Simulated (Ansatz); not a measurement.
**PtS2: equation of state with PBE**

PtS2:

```xyz
3
Lattice="3.5432 0.0000 0.0000 -1.7716 3.0685 0.0000 0.0000 0.0000 5.0388" Properties=species:S:1:pos:R:3 pbc="T T T"
Pt    0.0000    0.0000    0.0000
S     1.7716    1.0228    3.8950
S     0.0000    2.0457    1.1438
```

```yaml
Program: Ansatz 0.2.0
Task: equation of state
Functional: PBE
Potentials_or_basis: Ansatz PAW
Cutoff: 420 eV
Density_cutoff: 1680 eV
k_mesh: 9 × 9 × 5
Occupations: fermi-dirac, width 0.05 eV
Spin: no spin polarisation
```

The equilibrium volume is 19.74 Å³/atom (rough: see the caveat) and the bulk modulus at fixed shape and positions is 124 GPa (rough).

Energy against volume, from the lowest point:
| volume (Å³/atom) | energy (meV/atom) |
| --- | --- |
| 17.165 | 166.47 |
| 17.531 | 116.84 |
| 17.896 | 77.24 |
| 18.261 | 46.63 |
| 18.626 | 24.09 |
| 18.992 | 8.80 |
| 19.357 | 0.00 |

All runs of the series together: 17 s on 2 threads of Intel(R) Xeon(R) Processor @ 2.70GHz, with other jobs on the host.

Caveat: the minimum lies outside the volumes run; the cell was scaled at fixed shape and fractional positions, which overstates the stiffness of a crystal with free parameters, most of all of layers and chains. Spin-orbit coupling is left out, which matters for the levels of Pt.
